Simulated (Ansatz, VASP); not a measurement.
Two plane-wave programs on Al

The input INCAR:

```
SYSTEM = Al
  ALGO = Fast
  EDIFF = 1E-6
  ENCUT = 520
  GGA = PE
  ISIF = 2
  ISMEAR = 0
  IVDW = 12
  LASPH = .TRUE.
  LCHARG = .FALSE.
  LREAL = .FALSE.
  LWAVE = .FALSE.
  NBANDS = 8
  NELM = 100
  PREC = Accurate
  SIGMA = 0.1
```

File KPOINTS:

```
k-points
0
G
  18 18 18
  0 0 0
```

The input POSCAR:

```
Al
1.0
    0.0000000000      1.9712501676      1.9712501676
    1.9712501676      0.0000000000      1.9712501676
    1.9712501676      1.9712501676      0.0000000000
Al
1
Direct
    0.0000000000      0.0000000000      0.0000000000
```

Input for Ansatz:

```yaml
crystal:
  lattice:
    - [0.0, 1.9712501676, 1.9712501676]
    - [1.9712501676, 0.0, 1.9712501676]
    - [1.9712501676, 1.9712501676, 0.0]
  atoms:
    - { symbol: Al, position: [0.0, 0.0, 0.0] }
basis:
  ecutwfc: 420
kpoints:
  mp_grid: { grid: [18, 18, 18] }
hamiltonian:
  xc: pbe
  dispersion: d3bj
scf:
  occupations: { method: gaussian, width: 0.1 }
output:
  forces: true
  stress: true
  eigenvalues: true
  write_density: true
  write_potential: true
  elf: true
  volumetric_format: npy
```

Alike in both runs: task single point; functional PBE; dispersion D3(BJ); k mesh 18 × 18 × 18; occupations gaussian, width 0.1 eV; no spin polarisation.

|  | VASP | Ansatz |
| --- | --- | --- |
| version | VASP 6.6.1 | Ansatz 0.2.0 |
| potentials or method | VASP PAW PBE potentials, release 64 (Al) | scalar-relativistic, plane waves, PAW |
| plane-wave cutoff (eV) | 520 | 420 |
| valence electrons in the cell | 3 | 3 |

|  | VASP | Ansatz | Ansatz less VASP |
| --- | --- | --- | --- |
| gap on the k mesh at the Fermi level (eV) | none | none | - |
| pressure (GPa) | 2.7 | 2.7 | +0.03 |

A gap of «none» marks a metal or a gap that the smearing closes.

Caveats: pairwise dispersion overbinds metals, which lowers pressure and volume.
